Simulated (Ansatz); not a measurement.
Consider CsPbI3 in the cubic perovskite structure (space group Pm-3m, No. 221; a = 6.390 Å). Axes: x, y, z lie along the cube axes.

Level of theory: PBE (Ansatz, an electronic-structure program, PAW, spin-orbit coupling left out).

Modification: the cell is stretched by 2.57 % along z with no lateral relaxation; the atoms relax in the strained cell.

Question: Predict the stress tensor and what it implies for the stiffness.

Answer: Stress of the strained cell less that of the base (GPa, compression positive):
```
  -0.12    0.00    0.00
   0.00   -0.12    0.00
   0.00    0.00   -0.75
```

Then −Δσ_ii/ε with ε = 0.0257 gives secant stiffness values (nonlinear terms included at this strain): C33 ≈ 29 GPa.

Whether these cells are dynamically stable was not tested. Many cubic perovskites are stable only at high temperature; tilts and polar distortions were not tested. This is not the structure that CsPbI3 has at room temperature and ambient pressure.
